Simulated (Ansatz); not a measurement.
# Random displacements in AlN

These are results of Ansatz, DFT r2SCAN, scalar-relativistic, plane waves, PAW, not measurements. Cutoff 500 eV, Γ-centred 6×6×6 k-points, Gaussian smearing of 0.05 eV. No spin polarisation. Energies are free energies at this smearing, counted from the undisturbed cell; pressure is positive in compression.

The starting cell (as given, not relaxed at this level; this zinc-blende form isn't the usual structure):

```xyz
8
Lattice="4.3680 0.0000 0.0000 0.0000 -4.3680 0.0000 0.0000 0.0000 -4.3680" Properties=species:S:1:pos:R:3 pbc="T T T"
Al    0.0000   -2.1840   -2.1840
Al    2.1840    0.0000   -2.1840
Al    2.1840   -2.1840    0.0000
Al    0.0000    0.0000    0.0000
N     3.2760   -3.2760   -3.2760
N     1.0920   -1.0920   -3.2760
N     1.0920   -3.2760   -1.0920
N     3.2760   -1.0920   -1.0920
```

The atoms are displaced (Å, in the unstrained cell):

```
atom ux uy uz
 Al1  -0.057  -0.024   0.174
 Al2   0.234  -0.088  -0.062
 Al3  -0.223  -0.038   0.234
 Al4   0.215   0.154   0.026
  N5  -0.105   0.347  -0.106
  N6   0.000  -0.216  -0.108
  N7  -0.128   0.040  -0.164
  N8   0.063  -0.175   0.006
```

Strain (Voigt, engineering shear): (-0.0150, 0.0027, 0.0030, -0.0168, 0.0226, 0.0096).

(1) What are the energy change, the stress and the forces?

## Answers

(1) ΔE = 1050.2 meV/atom; stress (xx, yy, zz, yz, xz, xy; compression positive) (39.51, 28.99, 22.90, 13.94, -13.56, -36.18) GPa; gap on the mesh 2.41 eV.
```tsv
atom	Fx (eV/Å)	Fy	Fz
Al1	0.57	0.39	-7.05
Al2	-1.90	0.46	0.42
Al3	7.74	-6.89	-15.24
Al4	-3.46	-2.93	0.00
N5	6.53	-8.58	4.73
N6	-10.55	14.97	10.38
N7	5.51	-4.24	3.13
N8	-4.45	6.83	3.63
```

Cost: 1 run of about 1.2 core-minutes, on Intel Xeon Processor @ 2.50GHz (Skylake/Cascade Lake) (shared hosts).